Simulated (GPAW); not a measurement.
# Collinear magnetic orders of 1 ML Cr on Pd(001), 3 substrate layers with GPAW

Wanted: the moments of 1 ML Cr on Pd(001), 3 substrate layers and the energy of each order that was tried.

Method: PBE; plane waves with GPAW's PAW setups, scalar-relativistic, in GPAW 26.7.0.

### Step 1. Starting point

The cell holds 4 atoms: 3 Pd and 1 Cr. Cell: a = 2.753 Å, b = 2.753 Å, c = 19.701 Å, α = 90.0°, β = 90.0°, γ = 90.0°. pseudomorphic film on the substrate's lattice, hard-sphere layer spacings, unrelaxed, 14 A of vacuum. Vacuum lies along c.

As a file:

```cif
data_structure
_symmetry_space_group_name_H-M 'P 1'
_symmetry_Int_Tables_number 1
_cell_length_a 2.7528
_cell_length_b 2.7528
_cell_length_c 19.7006
_cell_angle_alpha 90.000
_cell_angle_beta 90.000
_cell_angle_gamma 90.000
_cell_volume 149.29
loop_
_atom_site_label
_atom_site_type_symbol
_atom_site_fract_x
_atom_site_fract_y
_atom_site_fract_z
_atom_site_occupancy
Pd1 Pd 0.00000 0.00000 0.35532 1
Pd2 Pd 0.50000 0.50000 0.45412 1
Pd3 Pd 0.00000 0.00000 0.55293 1
Cr4 Cr 0.50000 0.50000 0.64468 1
```

### Step 2. Order 1, typed as ferro +

The parallel start comes first: it fits the smallest cell, keeps the most symmetry and shows whether parallel moments form.

The input, order1.py:

```python
import json
import numpy as np
from ase import Atoms
from ase.parallel import paropen, parprint
from gpaw import GPAW

atoms = Atoms(['Pd', 'Pd', 'Pd', 'Cr'],
    cell=[[2.752767, 0.0, 0.0],
         [0.0, 2.752767, 0.0],
         [0.0, 0.0, 19.700626]],
    scaled_positions=[[0.0, 0.0, 0.355319],
         [0.5, 0.5, 0.454123],
         [0.0, 0.0, 0.552927],
         [0.5, 0.5, 0.644681]],
    pbc=True,
    magmoms=[0.0, 0.0, 0.0, 2.5])
atoms.calc = GPAW(mode={'name': 'pw', 'ecut': 500},
    xc='PBE',
    kpts={'size': (12, 12, 1), 'gamma': True},
    occupations={'name': 'fermi-dirac', 'width': 0.05},
    convergence={'density': 1e-05, 'energy': 1e-05},
    maxiter=250,
    symmetry={'tolerance': 1e-4},
    txt='order1.txt')
e = atoms.get_potential_energy(force_consistent=True)
res = {'free_energy': e, 'energy_sigma0': atoms.get_potential_energy(), 'fermi_energy': atoms.calc.get_fermi_level()}
res['moments'] = atoms.get_magnetic_moments().tolist()
res['total'] = atoms.get_magnetic_moment()
parprint('site moments (muB):', np.round(res['moments'], 3))
parprint(f"total moment: {res['total']:.3f} muB")
parprint(f'free energy: {e:.6f} eV')
atoms.calc.write('order1.gpw')
with paropen('results.json', 'w') as f:
    json.dump(res, f)
```

On the command line:

```console
OMP_NUM_THREADS=1 mpirun -n 4 gpaw python order1.py > order1.log
```

Numbers of over 12 decimals in the logs are rounded to 6 here.

Log:

```text
site moments (muB): [-0.117 -0.082  0.153  3.392]
total moment: 4.108 muB
free energy: -18.904547 eV

--- order1.txt ---
Input parameters:
  mode=PW(ecut=500),
  convergence={'density': 1e-05, 'energy': 1e-05},
  kpts=MonkhorstPack(size=(12, 12, 1), gamma=True),
  maxiter=250,
  occupations=Occupations(name='fermi-dirac', width=0.05),
  symmetry=Symmetry(tolerance=0.0001),
  xc=XC(name='PBE')

Diagonalizing LCAO Hamiltonian
Converting LCAO to pw mode
   .------.
  /|      |
 * |      |
 | |      |
 | |      |
 | |      |
 | |      |
 | |      |
 | |      |
 | |      |
 | | Cr   |
 | |      |
 | |      |
 Pd|      |
 | | Pd   |
 | |      |
 | |      |
 Pd|      |
 | |      |
 | |      |
 | |      |
 | |      |
 | |      |
 | |      |
 | .------.
 |/      /
 *------*

Atoms  # Å, Bohr magnetons
|   | symbol |        x |        y |         z |    initial magnetic moments |
|---|--------|----------|----------|-----------|-----------------------------|
| 0 |     Pd | 0.000000 | 0.000000 |  7.000007 | ( 0.0000,  0.0000,  0.0000) |
| 1 |     Pd | 1.376383 | 1.376383 |  8.946507 | ( 0.0000,  0.0000,  0.0000) |
| 2 |     Pd | 0.000000 | 0.000000 | 10.893008 | ( 0.0000,  0.0000,  0.0000) |
| 3 |     Cr | 1.376383 | 1.376383 | 12.700619 | ( 0.0000,  0.0000,  2.5000) |

Unit cell  # Å
| periodic |        x |        y |         z |   lengths |    angles |
|----------|----------|----------|-----------|-----------|-----------|
|      yes | 2.752767 | 0.000000 |  0.000000 |  2.752767 | 90.000000 |
|      yes | 0.000000 | 2.752767 |  0.000000 |  2.752767 | 90.000000 |
|      yes | 0.000000 | 0.000000 | 19.700626 | 19.700626 | 90.000000 |

Number of symmetries: 8

BZ-sampling:
  Number of BZ points: 144
  Number of IBZ points: 28

  Monkhorst-Pack size: [12, 12, 1]
  Monkhorst-Pack shift: [0.041667, 0.041667, 0.0]

K-points  # in reciprocal-cell coordinates
|     |                                coordinates |     weight |
|-----|--------------------------------------------|------------|
|   0 | ( -0.00000000,  -0.00000000,   0.00000000) | 0.00694444 |
|   1 | (  0.08333333,  -0.00000000,   0.00000000) | 0.02777778 |
|   2 | (  0.08333333,   0.08333333,   0.00000000) | 0.02777778 |
|   3 | (  0.16666667,  -0.00000000,   0.00000000) | 0.02777778 |
|   4 | (  0.16666667,   0.08333333,   0.00000000) | 0.05555556 |
|   5 | (  0.16666667,   0.16666667,   0.00000000) | 0.02777778 |
|   6 | (  0.25000000,  -0.00000000,   0.00000000) | 0.02777778 |
|   7 | (  0.25000000,   0.08333333,   0.00000000) | 0.05555556 |
|   8 | (  0.25000000,   0.16666667,   0.00000000) | 0.05555556 |
|   9 | (  0.25000000,   0.25000000,   0.00000000) | 0.02777778 |
| ... |                                            |            |
|  27 | (  0.50000000,   0.50000000,   0.00000000) | 0.00694444 |

Plane wave coefficients: 3825
Cutoff: 500.0 eV

Spin-components: 2 (collinear spins)
Bands:           38
Projectors:      24
Spin-degeneracy: 1
Datatype:        complex128

Parallelization:
  kpt:    4
  domain: 1
  band:   1

Density:
  Valence electrons: 54.0
  Components: 2
  Grid points: [ 15  15 105]
  Charge: 0.0  # |e|

Potential:
  Grid points: [ 15  15 105]

species:
  Pd:
    name:    Palladium
    Z:       46.0
    valence: 16
    core:    30
    charge:  0.0  # [|e|]
    compensation charges:
      type: gauss
      rc: 0.38  # [Å]
      lmax: 2
    cutoffs:
      filter: 2.38  # [Å]
      core: 2.28  # [Å]
    projectors
    | kind |    occ | energy [eV] | rcut [Å] |
    |------|--------|-------------|----------|
    |   5s |  0.000 |      -3.315 |    1.228 |
    |   4p |  6.000 |     -51.209 |    1.360 |
    |   5p |  0.000 |      -0.314 |    1.360 |
    |   4d | 10.000 |      -4.047 |    1.228 |
    |    s |        |      23.896 |    1.228 |
    |    d |        |      23.165 |    1.228 |

    Using partial waves for Pd as LCAO basis

  Cr:
    name:    Chromium
    Z:       24.0
    valence: 6
    core:    18
    charge:  0.0  # [|e|]
    compensation charges:
      type: gauss
      rc: 0.35  # [Å]
      lmax: 2
    cutoffs:
      filter: 2.14  # [Å]
      core: 3.04  # [Å]
    projectors
    | kind |    occ | energy [eV] | rcut [Å] |
    |------|--------|-------------|----------|
    |   4s |  1.000 |      -4.007 |    1.164 |
    |   4p |  0.000 |      -0.989 |    1.217 |
    |   3d |  5.000 |      -2.913 |    1.111 |
    |    s |        |      23.205 |    1.164 |
    |    p |        |      26.223 |    1.217 |
    |    d |        |      24.299 |    1.111 |

    Using partial waves for Cr as LCAO basis

Reference energy: -440264.849604  # eV

eigensolver:
  PPCG
  Converge bands: occupied
  niter=2

density mixing:
  MSR1-Mixer
  Pratt-step length: 0.05
  Maximum mixing coefficient: 0.75
  Old densities: 10
  SVD Regularization: 0.005
  Good broyden scale: 1.0
  Trust region scale: 1.0
  Backstep threshold: 4.0
  History deletion threshold: 6.0
  Fourier metric: weight=20.0, sigma=0.015

occupation numbers:
  Fermi-Dirac:
    width: 0.0500  # eV

poisson solver:
  ecut: 4000.0  # eV

xc functional:
  name: PBE with 2 nearest neighbor stencil

convergence criteria:
- Maximum integral of absolute [dens]ity change: 1e-05 electrons / valence electron
- Maximum [total energy] change in last 3 cyles: 1e-05 eV / valence electron
- Maximum integral of absolute [eigenst]ate change: 4e-08 eV^2 / valence electron
maximum number of iterations: 250

SCF iterations
|iter     |      energy | eigst |  dens |  magmom |
|---------|-------------|-------|-------|---------|
|iter:   1|       0s |  -53.838000 | +0.41 |       |  +2.4835|
|iter:   2|       3s |  -89.563465 | +0.64 | -0.47 |  +2.3731|
|iter:   3|       6s |  -27.325331 | +0.04 | -0.48 |  +2.3457|
|iter:   4|       9s |  -25.723399 | +0.39 | -0.78 |  +2.3267|
|iter:   5|      12s |  -22.822934 | -0.56 | -0.64 |  +2.1688|
|iter:   6|      15s |  -24.110671 | -1.33 | -1.00 |  +2.0538|
|iter:   7|      18s |  -21.447389 | -1.14 | -0.96 |  +1.7906|
|iter:   8|      21s |  -19.717645 | -1.69 | -1.12 |  +1.8246|
|iter:   9|      24s |  -18.481131 | -1.80 | -1.21 |  +1.8211|
|iter:  10|      27s |  -18.570070 | -2.26 | -1.55 |  +1.8224|
[... 26 iterations left out ...]
|iter:  37|     111s |  -18.880271 | -3.86 | -2.83 |  +4.1458|
|iter:  38|     115s |  -18.879243 | -4.06 | -2.56 |  +4.1293|
|iter:  39|     118s |  -18.879313 | -5.09 | -3.24 |  +4.1097|
|iter:  40|     121s |  -18.879672c| -5.30 | -2.88 |  +4.1065|
|iter:  41|     124s |  -18.879472c| -5.94 | -3.15 |  +4.1107|
|iter:  42|     127s |  -18.879430c| -6.60 | -3.83 |  +4.1100|
|iter:  43|     131s |  -18.879447c| -7.23 | -4.13 |  +4.1081|
|iter:  44|     134s |  -18.879457c| -7.64c| -4.41 |  +4.1081|
|iter:  45|     135s |  -18.879449c| -7.79c| -4.61 |  +4.1082|
|iter:  46|     137s |  -18.879451c| -8.13c| -5.41c|  +4.1082|

Converged in 46 steps
Energy contributions relative to reference atoms: (reference = -440264.849604)

Energy contributions:
  Kinetic:          -6.437479
  Coulomb:          -8.783926
  Zero:             -0.412873
  External:          0.000000
  Xc:               -3.220076
  Entropy:          -0.050192
  Spinorbit:         0.000000
  ----------------------------
  Free energy:     -18.904547
  Extrapolated:    -18.879451

dipole moment: (-16.302639, -16.302639, 0.098004)  # |e|*Ang

Total magnetic moment: (0.000000, 0.000000, 4.108194)

Local magnetic moments
|        x |        y |         z |
|----------|----------|-----------|
| 0.000000 | 0.000000 | -0.116723 |  # Pd   0
| 0.000000 | 0.000000 | -0.081750 |  # Pd   1
| 0.000000 | 0.000000 |  0.153224 |  # Pd   2
| 0.000000 | 0.000000 |  3.392085 |  # Cr   3

Fermi level: 1.085
Eigenvalues  # (at kpt = [-0.000, -0.000, 0.000])
| band index |      eig [eV] | occ [0-1] |      eig [eV] | occ [0-1] |
|------------|---------------|-----------|---------------|-----------|
|          0 |       -49.492 |     1.000 |       -49.333 |     1.000 |
|        ... |               |           |               |           |
|         20 |        -0.525 |     1.000 |        -0.403 |     1.000 |
|         21 |        -0.525 |     1.000 |        -0.201 |     1.000 |
|         22 |        -0.383 |     1.000 |        -0.080 |     1.000 |
|         23 |        -0.309 |     1.000 |         0.408 |     1.000 |
|         24 |        -0.246 |     1.000 |         0.894 |     0.979 |
|         25 |         0.413 |     1.000 |         0.894 |     0.979 |
|         26 |         0.707 |     0.999 |         1.013 |     0.808 |
|         27 |         0.707 |     0.999 |         1.413 |     0.001 |
|         28 |         1.049 |     0.673 |         1.991 |     0.000 |
|         29 |         1.157 |     0.193 |         2.505 |     0.000 |
|         30 |         1.222 |     0.060 |         3.923 |     0.000 |
|         31 |         1.222 |     0.060 |         4.028 |     0.000 |
|         32 |         1.492 |     0.000 |         4.028 |     0.000 |
|         33 |         3.358 |     0.000 |         4.484 |     0.000 |
|         34 |         5.088 |     0.000 |         5.484 |     0.000 |
|         35 |         5.906 |     0.000 |         6.082 |     0.000 |
|        ... |               |           |               |           |
|         37 |         8.750 |     0.000 |         9.113 |     0.000 |

No gap
No difference between direct/indirect transitions
```

Run time: 2.4 min. Hardware: 4 MPI ranks of Arm Neoverse V1, shared host; peak memory 1 GiB.

Spin moment in the augmentation sphere by atom:

```csv
atom,spin moment in the augmentation sphere (μB)
Pd1,-0.12
Pd2,-0.08
Pd3,0.15
Cr4,3.39
```

Read from the output:

- magnetization: 4.108 μB
- final state: ferromagnetic

After 46 cycles the largest moment stands at 3.39 μB.

### Step 3. Run 2 (antiferro q=(1/2,1/2,0) +-)

An opposed order shows whether the pairs that it reverses prefer unlike signs.

This order needs a doubled cell of 8 atoms. Its mesh is chosen so that both cells sample the same points.

The input, order2.py:

```python
import json
import numpy as np
from ase import Atoms
from ase.parallel import paropen, parprint
from gpaw import GPAW

atoms = Atoms(['Pd', 'Pd', 'Pd', 'Pd', 'Pd', 'Pd', 'Cr', 'Cr'],
    cell=[[5.505534, 0.0, 0.0],
         [2.752767, 2.752767, 0.0],
         [0.0, 0.0, 19.700626]],
    scaled_positions=[[0.0, 0.0, 0.355319],
         [0.5, 0.0, 0.355319],
         [0.0, 0.5, 0.454123],
         [0.5, 0.5, 0.454123],
         [0.0, 0.0, 0.552927],
         [0.5, 0.0, 0.552927],
         [0.0, 0.5, 0.644681],
         [0.5, 0.5, 0.644681]],
    pbc=True,
    magmoms=[0.0, 0.0, 0.0, 0.0, 0.0, 0.0, 2.5, -2.5])
atoms.calc = GPAW(mode={'name': 'pw', 'ecut': 500},
    xc='PBE',
    kpts={'size': (6, 12, 1), 'gamma': True},
    occupations={'name': 'fermi-dirac', 'width': 0.05},
    convergence={'density': 1e-05, 'energy': 1e-05},
    maxiter=250,
    symmetry={'tolerance': 1e-4},
    txt='order2.txt')
e = atoms.get_potential_energy(force_consistent=True)
res = {'free_energy': e, 'energy_sigma0': atoms.get_potential_energy(), 'fermi_energy': atoms.calc.get_fermi_level()}
res['moments'] = atoms.get_magnetic_moments().tolist()
res['total'] = atoms.get_magnetic_moment()
parprint('site moments (muB):', np.round(res['moments'], 3))
parprint(f"total moment: {res['total']:.3f} muB")
parprint(f'free energy: {e:.6f} eV')
atoms.calc.write('order2.gpw')
with paropen('results.json', 'w') as f:
    json.dump(res, f)
```

On the command line:

```console
OMP_NUM_THREADS=1 mpirun -n 4 gpaw python order2.py > order2.log
```

Log:

```text
site moments (muB): [-0.    -0.    -0.07   0.07  -0.    -0.     3.173 -3.173]
total moment: -0.000 muB
free energy: -38.498157 eV

--- order2.txt ---
Input parameters:
  mode=PW(ecut=500),
  convergence={'density': 1e-05, 'energy': 1e-05},
  kpts=MonkhorstPack(size=(6, 12, 1), gamma=True),
  maxiter=250,
  occupations=Occupations(name='fermi-dirac', width=0.05),
  symmetry=Symmetry(tolerance=0.0001),
  xc=XC(name='PBE')

Diagonalizing LCAO Hamiltonian
Converting LCAO to pw mode

           Cr     Cr

       Pd     Pd
           Pd     Pd

       Pd     Pd

Atoms  # Å, Bohr magnetons
|   | symbol |        x |        y |         z |    initial magnetic moments |
|---|--------|----------|----------|-----------|-----------------------------|
| 0 |     Pd | 0.000000 | 0.000000 |  7.000007 | ( 0.0000,  0.0000,  0.0000) |
| 1 |     Pd | 2.752767 | 0.000000 |  7.000007 | ( 0.0000,  0.0000,  0.0000) |
| 2 |     Pd | 1.376383 | 1.376383 |  8.946507 | ( 0.0000,  0.0000,  0.0000) |
| 3 |     Pd | 4.129150 | 1.376383 |  8.946507 | ( 0.0000,  0.0000,  0.0000) |
| 4 |     Pd | 0.000000 | 0.000000 | 10.893008 | ( 0.0000,  0.0000,  0.0000) |
| 5 |     Pd | 2.752767 | 0.000000 | 10.893008 | ( 0.0000,  0.0000,  0.0000) |
| 6 |     Cr | 1.376383 | 1.376383 | 12.700619 | ( 0.0000,  0.0000,  2.5000) |
| 7 |     Cr | 4.129150 | 1.376383 | 12.700619 | ( 0.0000,  0.0000, -2.5000) |

Unit cell  # Å
| periodic |        x |        y |         z |   lengths |    angles |
|----------|----------|----------|-----------|-----------|-----------|
|      yes | 5.505534 | 0.000000 |  0.000000 |  5.505534 | 90.000000 |
|      yes | 2.752767 | 2.752767 |  0.000000 |  3.893000 | 90.000000 |
|      yes | 0.000000 | 0.000000 | 19.700626 | 19.700626 | 45.000000 |

Number of symmetries: 2

BZ-sampling:
  Number of BZ points: 72
  Number of IBZ points: 38

  Monkhorst-Pack size: [6, 12, 1]
  Monkhorst-Pack shift: [0.083333, 0.041667, 0.0]

Plane wave coefficients: 7618
Cutoff: 500.0 eV

Spin-components: 2 (collinear spins)
Bands:           69
Projectors:      48
Spin-degeneracy: 1
Datatype:        complex128

Parallelization:
  kpt:    4
  domain: 1
  band:   1

Density:
  Valence electrons: 108.0
  Components: 2
  Grid points: [ 30  21 105]
  Charge: 0.0  # |e|

Potential:
  Grid points: [ 30  21 105]

[... setups left out ...]
Reference energy: -880529.699208  # eV

eigensolver:
  PPCG
  Converge bands: occupied
  niter=2

density mixing:
  MSR1-Mixer
  Pratt-step length: 0.05
  Maximum mixing coefficient: 0.75
  Old densities: 10
  SVD Regularization: 0.005
  Good broyden scale: 1.0
  Trust region scale: 1.0
  Backstep threshold: 4.0
  History deletion threshold: 6.0
  Fourier metric: weight=20.0, sigma=0.015

occupation numbers:
  Fermi-Dirac:
    width: 0.0500  # eV

poisson solver:
  ecut: 4000.0  # eV

xc functional:
  name: PBE with 2 nearest neighbor stencil

convergence criteria:
- Maximum integral of absolute [dens]ity change: 1e-05 electrons / valence electron
- Maximum [total energy] change in last 3 cyles: 1e-05 eV / valence electron
- Maximum integral of absolute [eigenst]ate change: 4e-08 eV^2 / valence electron
maximum number of iterations: 250

SCF iterations
|iter     |      energy | eigst |  dens |  magmom |
|---------|-------------|-------|-------|---------|
|iter:   1|       0s | -108.195202 | +0.53 |       |  +0.0000|
|iter:   2|      26s | -172.355408 | +1.04 | -0.48 |  +0.0000|
|iter:   3|      52s |  -58.997925 | +0.04 | -0.53 |  +0.0000|
|iter:   4|      78s |  -81.246500 | +0.83 | -0.77 |  +0.0000|
|iter:   5|     104s |  -44.857132 | +0.19 | -0.56 |  +0.0000|
|iter:   6|     130s |  -39.751934 | -0.59 | -0.88 |  +0.0000|
|iter:   7|     156s |  -38.735150 | -1.29 | -1.12 |  +0.0000|
|iter:   8|     181s |  -38.794510 | -1.92 | -1.26 |  +0.0000|
|iter:   9|     207s |  -38.005829 | -1.73 | -1.33 |  +0.0000|
|iter:  10|     233s |  -37.687979 | -2.00 | -1.40 |  +0.0000|
[... 18 iterations left out ...]
|iter:  29|     719s |  -38.439600c| -5.11 | -3.31 |  -0.0016|
|iter:  30|     744s |  -38.439668c| -5.29 | -3.51 |  -0.0011|
|iter:  31|     769s |  -38.439523c| -5.51 | -3.50 |  -0.0007|
|iter:  32|     793s |  -38.439670c| -5.86 | -3.65 |  -0.0005|
|iter:  33|     818s |  -38.439585c| -6.44 | -3.86 |  -0.0004|
|iter:  34|     843s |  -38.439669c| -6.58 | -4.08 |  -0.0003|
|iter:  35|     868s |  -38.439620c| -6.72 | -3.94 |  -0.0003|
|iter:  36|     893s |  -38.439618c| -7.40 | -4.41 |  -0.0003|
|iter:  37|     918s |  -38.439619c| -7.62c| -4.35 |  -0.0001|
|iter:  38|     930s |  -38.439622c| -7.98c| -5.03c|  -0.0001|

Converged in 38 steps
Energy contributions relative to reference atoms: (reference = -880529.699208)

Energy contributions:
  Kinetic:         -22.958776
  Coulomb:          -9.806626
  Zero:             -0.815821
  External:          0.000000
  Xc:               -4.799863
  Entropy:          -0.117071
  Spinorbit:         0.000000
  ----------------------------
  Free energy:     -38.498157
  Extrapolated:    -38.439622

dipole moment: (-94.734501, -32.587742, 0.115830)  # |e|*Ang

Total magnetic moment: (0.000000, 0.000000, -0.000122)

Local magnetic moments
|        x |        y |         z |
|----------|----------|-----------|
| 0.000000 | 0.000000 | -0.000005 |  # Pd   0
| 0.000000 | 0.000000 | -0.000002 |  # Pd   1
| 0.000000 | 0.000000 | -0.069948 |  # Pd   2
| 0.000000 | 0.000000 |  0.069942 |  # Pd   3
| 0.000000 | 0.000000 | -0.000027 |  # Pd   4
| 0.000000 | 0.000000 | -0.000022 |  # Pd   5
| 0.000000 | 0.000000 |  3.173274 |  # Cr   6
| 0.000000 | 0.000000 | -3.173301 |  # Cr   7

Fermi level: 0.865
Eigenvalues  # (at kpt = [0.000, -0.000, 0.000])
| band index |      eig [eV] | occ [0-1] |      eig [eV] | occ [0-1] |
|------------|---------------|-----------|---------------|-----------|
|          0 |       -49.355 |     1.000 |       -49.355 |     1.000 |
|        ... |               |           |               |           |
|         43 |         0.144 |     1.000 |         0.144 |     1.000 |
|         44 |         0.166 |     1.000 |         0.166 |     1.000 |
|         45 |         0.274 |     1.000 |         0.274 |     1.000 |
|         46 |         0.429 |     1.000 |         0.429 |     1.000 |
|         47 |         0.600 |     0.995 |         0.600 |     0.995 |
|         48 |         0.600 |     0.995 |         0.600 |     0.995 |
|         49 |         0.707 |     0.959 |         0.707 |     0.959 |
|         50 |         0.821 |     0.707 |         0.821 |     0.707 |
|         51 |         0.915 |     0.268 |         0.915 |     0.268 |
|         52 |         0.932 |     0.207 |         0.932 |     0.207 |
|         53 |         0.932 |     0.207 |         0.932 |     0.207 |
|         54 |         1.198 |     0.001 |         1.198 |     0.001 |
|         55 |         1.538 |     0.000 |         1.538 |     0.000 |
|         56 |         1.661 |     0.000 |         1.661 |     0.000 |
|         57 |         3.043 |     0.000 |         3.042 |     0.000 |
|         58 |         3.295 |     0.000 |         3.295 |     0.000 |
|        ... |               |           |               |           |
|         68 |         7.412 |     0.000 |         7.412 |     0.000 |

No gap
No difference between direct/indirect transitions
```

Run time: 16 min. Hardware: 4 MPI ranks; peak memory 2.1 GiB.

Spin moment in the augmentation sphere by atom:

```csv
atom,spin moment in the augmentation sphere (μB)
Pd1,0.00
Pd2,0.00
Pd3,-0.07
Pd4,0.07
Pd5,0.00
Pd6,0.00
Cr7,3.17
Cr8,-3.17
```

Numbers from this step:

```
magnetization : 0 μB
final state   : antiferromagnetic
```

It lies 345 meV a seeded atom under the first start, and its largest moment is 3.17 μB against 3.39 μB.

[end of part 1 of 2]

[Logs and program files are shortened in this print: banners, set-up blocks, solver, clock and traceback lines can be left out without a mark of their own.]

[Logs are printed without paths, hosts, clocks, repeated set-up lines and the standing remarks that a program may print on its own settings, such as how far it seeks lower states.]

[Hosts, paths, dates, database ids (printed as entryN), source tags and the programs' standing remarks are cut or masked in the printed files.]

[Where a cell is said to come from a database of computed structures, the database is the Materials Project.]
